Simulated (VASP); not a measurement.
Runs of VASP 6.6.1 on KI. The structure is cubic, space group Fm-3m (No. 225). The conventional cell has a = 7.066 Å, b = 7.066 Å, c = 7.066 Å, α = 90.00°, β = 90.00°, γ = 90.00°. I (site symmetry m-3m) has 6 K at 3.53 Å as nearest neighbours. Around K (site symmetry m-3m) lie 6 I at 3.53 Å. 

| level | gap on the mesh (eV) | pressure (GPa) | relaxed volume (Å³/atom) |
| --- | --- | --- | --- |
| vdW-DF-cx | 4.02 | 0.0 | - |
| BLYP | 3.73 | 0.0 | 49.45 |
| PBE | 3.85 | 0.0 | 46.42 |
| PBEsol | 3.86 | 0.0 | 43.16 |
| RPBE | 3.94 | 0.0 | (b) |
| r2SCAN | 4.58 | 0.0 | 44.65 |
| revPBE | 3.94 | 0.0 | 50.50 |
| AM05 | 3.94 | 0.0 | (a) |

Alike in all rows: task relaxation of cell and atoms; potentials or basis VASP PAW PBE potentials, release 64 (I, K_sv); no spin polarisation; cell relaxed; k mesh 7 × 7 × 7; cutoff (eV) 600; smearing fermi-dirac 0.05 eV.

Q: Fill in the values left out.

A: (a) 45.82; (b) 51.19.

Caveats: spin-orbit coupling is left out, which moves the levels of the heavy elements; the PAW data sets were made with another functional, which shifts forces and pressure a little (some runs); an odd mesh through Γ misses points on the zone boundary, where band edges often lie (some runs); the relaxation stopped at its first step, so nothing moved (some runs); the volume moved by over 15 % at a fixed basis, so the end points are rough (some runs).

A k mesh can miss the band edges, and the runs leave out spin-orbit coupling on I.
